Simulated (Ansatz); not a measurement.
**Mg: equation of state with PBE**

The system is Mg.

```
Mg
1.0
     3.20930    0.00000    0.00000
    -1.60465    2.77934    0.00000
     0.00000    0.00000    5.21030
Mg
2
Direct
  0.66667 0.33333 0.75000
  0.33333 0.66667 0.25000
```

```
Program             : Ansatz 0.2.0
Task                : equation of state
Functional          : PBE
Potentials or basis : PseudoDojo stringent
Cutoff              : 1143 eV
Density cutoff      : 4572 eV
k mesh              : 10 × 10 × 5
Occupations         : fermi-dirac, width 0.05 eV
Spin                : no spin polarisation
```

```yaml
Equilibrium_volume: 23.01 Å³/atom
Bulk_modulus_at_fixed_shape_and_positions: 35 GPa
Pressure_derivative_of_the_bulk_modulus: 4.1
```

Energy against volume, from the lowest point:
| volume (Å³/atom) | energy (meV/atom) |
| --- | --- |
| 21.843 | 6.87 |
| 22.308 | 2.23 |
| 22.772 | 0.02 |
| 23.237 | 0.00 |
| 23.702 | 1.95 |
| 24.167 | 5.67 |
| 24.631 | 11.01 |

All runs of the series together: 17 s on 2 threads of Arm Neoverse V1 (shared host).

Caveat: the cell was scaled at fixed shape and fractional positions, which overstates the stiffness of a crystal with free parameters, most of all of layers and chains.
